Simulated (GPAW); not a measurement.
A run of GPAW 26.7.0 is set up as follows.

File run.py:

```python
import numpy as np
from ase.dft.bandgap import bandgap
from ase.io import read, write
from ase.units import GPa
from gpaw import GPAW, PW
from gpaw.spinorbit import soc_eigenstates

atoms = read('W.cif')

calc = GPAW(mode=PW(600),
            xc='MGGA_X_R2SCAN+MGGA_C_R2SCAN',
            kpts={'size': (12, 12, 12), 'gamma': True},
            occupations={'name': 'fermi-dirac', 'width': 0.05},
            nbands=16,
            convergence={'density': 1e-05, 'energy': 1e-05},
            maxiter=150,
            txt='gpaw.txt')
atoms.calc = calc
energy = atoms.get_potential_energy()
forces = atoms.get_forces()
stress = atoms.get_stress()
calc.write('gs.gpw')
write('result.traj', atoms)
print(f'Energy: {energy:.6f} eV')
print('Forces (eV/A):')
print(forces.round(4))
print('Stress (GPa):', (stress / GPa).round(3))
print('Fermi level:', round(calc.get_fermi_level(), 4), 'eV')
print(f'Gap: {bandgap(calc)[0]:.4f} eV, direct: {bandgap(calc, direct=True)[0]:.4f} eV')

path = atoms.cell.bandpath('GHNGPH,PN', npoints=60, eps=1e-4)
bs_calc = calc.fixed_density(kpts=path, symmetry='off', nbands=24,
                             convergence={'bands': 'CBM+6.0', 'eigenstates': 1e-6}, txt='bands.txt')
bs = bs_calc.band_structure()
bs.write('bs.json')
print(f'Gap on the path: {bandgap(bs_calc)[0]:.4f} eV')

soc = soc_eigenstates(bs_calc, theta=90, phi=0, ignore_xc_potential=True)
np.savetxt('soc_bands.dat', soc.eigenvalues(), fmt='%.4f')
mesh = soc_eigenstates('gs.gpw', theta=90, phi=0, ignore_xc_potential=True)
np.savetxt('soc_mesh.dat', mesh.eigenvalues(), fmt='%.4f')
print('Fermi level with spin-orbit coupling:', round(mesh.fermi_level, 4), 'eV')
```

Contents of W.cif:

```cif
data_W
_cell_length_a 2.74070194
_cell_length_b 2.74070194
_cell_length_c 2.74070194
_cell_angle_alpha 109.47122063
_cell_angle_beta 109.47122063
_cell_angle_gamma 109.47122063
_space_group_name_H-M_alt 'P1'
_space_group_name_Hall 'P 1'
_space_group_IT_number 1
loop_
_space_group_symop_operation_xyz
'x,y,z'
loop_
_atom_site_label
_atom_site_type_symbol
_atom_site_symmetry_multiplicity
_atom_site_Wyckoff_symbol
_atom_site_fract_x
_atom_site_fract_y
_atom_site_fract_z
_atom_site_occupancy
W1 W 1 a 0.0000000000 0.0000000000 0.0000000000 1
```

Potentials or basis: GPAW PAW data sets (gpaw-data 1.2.1), pw.

Launch:

```bash
$ OMP_NUM_THREADS=1 python run.py
```

(1) What does it give for the pressure?

(2) Predict the band gap along the path.

## Answers

(1) 2.8 GPa.

(2) none (metal or under the smearing width).

Caveat: spin-orbit coupling was added after a scalar SCF, so levels and gaps hold it while energy, forces, pressure and moments don't; this program's spin-orbit splittings come out too wide for heavy elements; the PAW data sets were made with another functional, which shifts forces and pressure a little.
